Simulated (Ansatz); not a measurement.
The system is Pb.

```xyz
2
Lattice="0.0000 3.4390 3.4390 3.4390 0.0000 3.4390 3.4390 3.4390 0.0000" Properties=species:S:1:pos:R:3 pbc="T T T"
Pb    1.7195    1.7195    1.7195
Pb    0.0000    0.0000    0.0000
```

This isn't the form of Pb at room conditions, which is fcc.

Base run:

| Quantity | Value |
| --- | --- |
| Program | Ansatz 0.2.0 |
| Functional | PBEsol |
| Potentials or basis | all-electron LAPW, non-relativistic |
| Cutoff | 231 eV (chosen from the basis error) |
| Basis error allowed | 0.001 eV/atom |
| k mesh | 7 × 7 × 7 |
| Occupations | fermi-dirac, width 0.05 eV |
| Spin | no spin polarisation |

Its results: pressure 1.5 GPa.

Question: The run is repeated on the same cell with these changes: potentials or basis from all-electron LAPW, non-relativistic to all-electron LAPW, inner shells corrected to Dirac's equation. What comes out?

Answer: Pressure 0.5 GPa.

Caveats: relativity is left out, which matters for the heavier elements (some runs).
